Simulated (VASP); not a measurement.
# Cs2AgBiBr6 (Fm-3m) in VASP: settings compared, part 2 of 2

VASP 6.6.1.

## Step 3: Relaxation of cell and atoms, PBEsol

Input file INCAR:

```
SYSTEM = Cs2AgBiBr6
PREC = Accurate ; ENCUT = 600
EDIFF = 1E-6 ; ISMEAR = 0
SIGMA = 0.03 ; LREAL = .FALSE.
LASPH = .TRUE. ; NELM = 80
ALGO = Normal ; ISIF = 3
LWAVE = .FALSE. ; LCHARG = .FALSE.
GGA = PS ; IBRION = 2
NSW = 90 ; EDIFFG = -0.01
KPAR = 2
```

Input file KPOINTS:

```
Automatic mesh
0
G
  4 4 4
  0 0 0
```

Input file POSCAR:

```
Cs2AgBiBr6
1.0
    0.0000000000      5.6161000000      5.6161000000
    5.6161000000      0.0000000000      5.6161000000
    5.6161000000      5.6161000000      0.0000000000
Cs Ag Bi Br
2 1 1 6
Direct
    0.2500000000      0.2500000000      0.2500000000
    0.7500000000      0.7500000000      0.7500000000
    0.5000000000      0.5000000000      0.5000000000
    0.0000000000      0.0000000000      0.0000000000
    0.2505500000      0.7494500000      0.2505500000
    0.2505500000      0.7494500000      0.7494500000
    0.7494500000      0.2505500000      0.7494500000
    0.7494500000      0.2505500000      0.2505500000
    0.2505500000      0.2505500000      0.7494500000
    0.7494500000      0.7494500000      0.2505500000
```

Potentials or basis: VASP PAW PBE potentials, release 64 (Cs_sv, Ag, Bi_d, Br).

Command:

```console
$ cat potpaw_PBE.64/Cs_sv/POTCAR potpaw_PBE.64/Ag/POTCAR potpaw_PBE.64/Bi_d/POTCAR potpaw_PBE.64/Br/POTCAR > POTCAR
$ mpirun -np 2 vasp_std > vasp.out
```

Run time: 5.2 min. Hardware: 2 MPI ranks of Intel Xeon 6975P-C (Granite Rapids), shared host; peak memory 0.73 GiB.

It converged, with:

```yaml
Free_energy: -31.8294 eV
Relaxed_volume: 35.00 Å³/atom
Relaxed_cell: a = 7.911 Å, b = 7.911 Å, c = 7.911 Å, α = 60.00°, β = 60.00°, γ = 60.00°
Space_group_after_relaxing_to_0.05_Å: Fm-3m (No. 225)
Energy_gained_by_relaxing: 3.6 meV/atom
Ionic_steps: 4
Pressure_after_relaxing: 0.0 GPa
Band_gap_on_the_k_mesh: 1.10 eV, indirect (least direct gap 2.33 eV)
```

Step by step:
| step | energy change (eV) | largest force (eV/Å) | pressure (GPa) | volume (Å³) |
| --- | --- | --- | --- | --- |
| 1 | 0.0000 | 0.3080 | -0.01 | 354.27 |
| 2 | -0.0216 | 0.1759 | -0.14 | 354.19 |
| 3 | -0.0324 | 0.0026 | -0.28 | 354.09 |
| 4 | -0.0359 | 0.0012 | 0.02 | 350.03 |

Final structure:
```cif
data_structure
_symmetry_space_group_name_H-M 'P 1'
_symmetry_Int_Tables_number 1
_cell_length_a 7.9106
_cell_length_b 7.9106
_cell_length_c 7.9106
_cell_angle_alpha 60.000
_cell_angle_beta 60.000
_cell_angle_gamma 60.000
_cell_volume 350.03
loop_
_atom_site_label
_atom_site_type_symbol
_atom_site_fract_x
_atom_site_fract_y
_atom_site_fract_z
_atom_site_occupancy
Cs1 Cs 0.25000 0.25000 0.25000 1
Cs2 Cs 0.75000 0.75000 0.75000 1
Ag1 Ag 0.50000 0.50000 0.50000 1
Bi1 Bi 0.00000 0.00000 0.00000 1
Br1 Br 0.25399 0.74601 0.25399 1
Br2 Br 0.25399 0.74601 0.74601 1
Br3 Br 0.74601 0.25399 0.74601 1
Br4 Br 0.74601 0.25399 0.25399 1
Br5 Br 0.25399 0.25399 0.74601 1
Br6 Br 0.74601 0.74601 0.25399 1
```

Levels at points of the mesh, in eV from the valence-band top:
| k point | band 40 | band 41 | band 42 | band 43 | band 44 | band 45 | band 46 | band 47 |
| --- | --- | --- | --- | --- | --- | --- | --- | --- |
| (0.00, 0.00, 0.00) | -1.25 | -1.25 | -0.63 | -0.63 | 2.06 | 2.06 | 2.06 | 3.45 |
| (0.50, 0.00, 0.00) | -1.58 | -1.54 | -1.26 | -1.26 | 1.10 | 3.52 | 3.52 | 4.80 |
| (0.50, 0.50, 0.00) | -1.63 | -1.27 | -0.64 | 0.00 | 2.58 | 2.58 | 2.95 | 4.48 |

Caveat: the PAW data sets were made with another functional, which shifts forces and pressure a little; spin-orbit coupling is left out, which as a rule narrows the gap of such compounds by several tenths of an eV.

## Step 4: Relaxation of cell and atoms, PBEsol

This run uses another cell than the first one, of 35.00 Å³/atom, 0.988 times its volume.

Input file INCAR:

```
SYSTEM = Cs2AgBiBr6
PREC = Accurate ; ENCUT = 600
EDIFF = 1E-7 ; ISMEAR = 0
SIGMA = 0.03 ; LREAL = .FALSE.
LASPH = .TRUE. ; NELM = 80
ALGO = Normal ; ISIF = 3
LWAVE = .FALSE. ; LCHARG = .FALSE.
GGA = PS ; IBRION = 2
NSW = 90 ; EDIFFG = -0.005
KPAR = 2
```

KPOINTS is that of step 3.

Input file POSCAR:

```
Cs2AgBiBr6                              
1.0
   -0.0000000000      5.5936098691      5.5936098691
    5.5936098691     -0.0000000000      5.5936098691
    5.5936098691      5.5936098691      0.0000000000
  Cs              Ag              Bi              Br            
     2     1     1     6
Direct
     0.2500000000000000    0.2500000000000000    0.2500000000000000
     0.7500000000000000    0.7500000000000000    0.7500000000000000
     0.5000000000000000    0.5000000000000000    0.5000000000000000
     0.0000000000000000    0.0000000000000000    1.0000000000000000
     0.2539881987594058    0.7460118012405942    0.2539881987594058
     0.2539881987594058    0.7460118012405942    0.7460118012405942
     0.7460118012405942    0.2539881987594058    0.7460118012405942
     0.7460118012405942    0.2539881987594058    0.2539881987594058
     0.2539881987594058    0.2539881987594058    0.7460118012405942
     0.7460118012405942    0.7460118012405942    0.2539881987594058
```

Command:

```console
$ cat potpaw_PBE.64/Cs_sv/POTCAR potpaw_PBE.64/Ag/POTCAR potpaw_PBE.64/Bi_d/POTCAR potpaw_PBE.64/Br/POTCAR > POTCAR
$ mpirun -np 2 vasp_std > vasp.out
```

Wall time 1.7 min (2 MPI ranks of Intel Xeon 6975P-C (Granite Rapids), shared host); peak memory 0.67 GiB.

The run converged. Its results:

```yaml
Free_energy: -31.8290 eV
Pressure_after_relaxing: 0.0 GPa
Band_gap_on_the_k_mesh: 1.10 eV, indirect (least direct gap 2.33 eV)
```

Final structure:
```
Cs Ag Bi Br
1.0
     0.00000    5.59361    5.59361
     5.59361    0.00000    5.59361
     5.59361    5.59361    0.00000
Cs Ag Bi Br
2 1 1 6
Direct
  0.25000 0.25000 0.25000
  0.75000 0.75000 0.75000
  0.50000 0.50000 0.50000
  0.00000 0.00000 0.00000
  0.25399 0.74601 0.25399
  0.25399 0.74601 0.74601
  0.74601 0.25399 0.74601
  0.74601 0.25399 0.25399
  0.25399 0.25399 0.74601
  0.74601 0.74601 0.25399
```

Levels at points of the mesh, in eV from the valence-band top:
```
           k point  band 39  band 40  band 41  band 42  band 43  band 44  band 45  band 46  band 47  band 48
(0.00, 0.00, 0.00)    -1.25    -1.25    -1.25    -0.63    -0.63     2.06     2.06     2.06     3.45     4.35
(0.50, 0.00, 0.00)    -1.58    -1.58    -1.54    -1.26    -1.26     1.10     3.52     3.52     4.80     4.91
(0.50, 0.50, 0.00)    -1.63    -1.63    -1.27    -0.64     0.00     2.58     2.58     2.95     4.48     5.12
```

Caveat: the relaxation stopped at its first step, so nothing moved; the PAW data sets were made with another functional, which shifts forces and pressure a little; spin-orbit coupling is left out, which as a rule narrows the gap of such compounds by several tenths of an eV.

## Step 5: Relaxation of cell and atoms, PBEsol

Input file INCAR:

```
ALGO = Normal ; EDIFF = 1E-6
EDIFFG = -0.01 ; ENCUT = 600
GGA = PS ; IBRION = 2
ISIF = 3 ; ISMEAR = 0
KPAR = 2 ; LASPH = T
LCHARG = F ; LREAL = F
LWAVE = F ; NELM = 80
NSW = 90 ; PREC = Accurate
SIGMA = 0.03
```

Input file KPOINTS:

```
k-points
0
Gamma
  4 4 4
```

Input file POSCAR:

```
Cs2AgBiBr6
1.0
    0.0000000000      5.6161000000      5.6161000000
    5.6161000000      0.0000000000      5.6161000000
    5.6161000000      5.6161000000      0.0000000000
Cs Ag Bi Br
2 1 1 6
Direct
    0.2500000000      0.2500000000      0.2500000000
    0.7500000000      0.7500000000      0.7500000000
    0.5000000000      0.5000000000      0.5000000000
    0.0000000000      0.0000000000      0.0000000000
    0.2505500000      0.7494500000      0.2505500000
    0.2505500000      0.7494500000      0.7494500000
    0.7494500000      0.2505500000      0.7494500000
    0.7494500000      0.2505500000      0.2505500000
    0.2505500000      0.2505500000      0.7494500000
    0.7494500000      0.7494500000      0.2505500000
```

Command:

```console
$ cat potpaw_PBE.64/Cs_sv/POTCAR potpaw_PBE.64/Ag/POTCAR potpaw_PBE.64/Bi_d/POTCAR potpaw_PBE.64/Br/POTCAR > POTCAR
$ mpirun -np 2 vasp_std > vasp.out
```

Run time: 3.2 min. Hardware: 2 MPI ranks of Intel Xeon 6975P-C (Granite Rapids), shared host; peak memory 0.74 GiB.

The run converged. Its results:

- Free energy: -31.8294 eV
- Relaxed volume: 35.00 Å³/atom
- Relaxed cell: a = 7.911 Å, b = 7.911 Å, c = 7.911 Å, α = 60.00°, β = 60.00°, γ = 60.00°
- Space group after relaxing (to 0.05 Å): Fm-3m (No. 225)
- Energy gained by relaxing: 3.6 meV/atom
- Ionic steps: 4
- Pressure after relaxing: 0.0 GPa
- Band gap on the k mesh: 1.10 eV, indirect (least direct gap 2.33 eV)

The path:
| step | energy change (eV) | largest force (eV/Å) | pressure (GPa) | volume (Å³) |
| --- | --- | --- | --- | --- |
| 1 | 0.0000 | 0.3080 | -0.01 | 354.27 |
| 2 | -0.0216 | 0.1759 | -0.14 | 354.19 |
| 3 | -0.0324 | 0.0026 | -0.28 | 354.09 |
| 4 | -0.0359 | 0.0012 | 0.02 | 350.03 |

Final structure:
```
Cs Ag Bi Br
1.0
     0.00000    5.59361    5.59361
     5.59361    0.00000    5.59361
     5.59361    5.59361    0.00000
Cs Ag Bi Br
2 1 1 6
Direct
  0.25000 0.25000 0.25000
  0.75000 0.75000 0.75000
  0.50000 0.50000 0.50000
  0.00000 0.00000 0.00000
  0.25399 0.74601 0.25399
  0.25399 0.74601 0.74601
  0.74601 0.25399 0.74601
  0.74601 0.25399 0.25399
  0.25399 0.25399 0.74601
  0.74601 0.74601 0.25399
```

Levels at points of the mesh, in eV from the valence-band top:
```csv
k point,band 39,band 40,band 41,band 42,band 43,band 44,band 45,band 46,band 47,band 48
"(0.00, 0.00, 0.00)",-1.25,-1.25,-1.25,-0.63,-0.63,2.06,2.06,2.06,3.45,4.35
"(0.50, 0.00, 0.00)",-1.58,-1.58,-1.54,-1.26,-1.26,1.10,3.52,3.52,4.80,4.91
"(0.50, 0.50, 0.00)",-1.63,-1.63,-1.27,-0.64,0.00,2.58,2.58,2.95,4.48,5.12
```

Caveat: the PAW data sets were made with another functional, which shifts forces and pressure a little; spin-orbit coupling is left out, which as a rule narrows the gap of such compounds by several tenths of an eV.
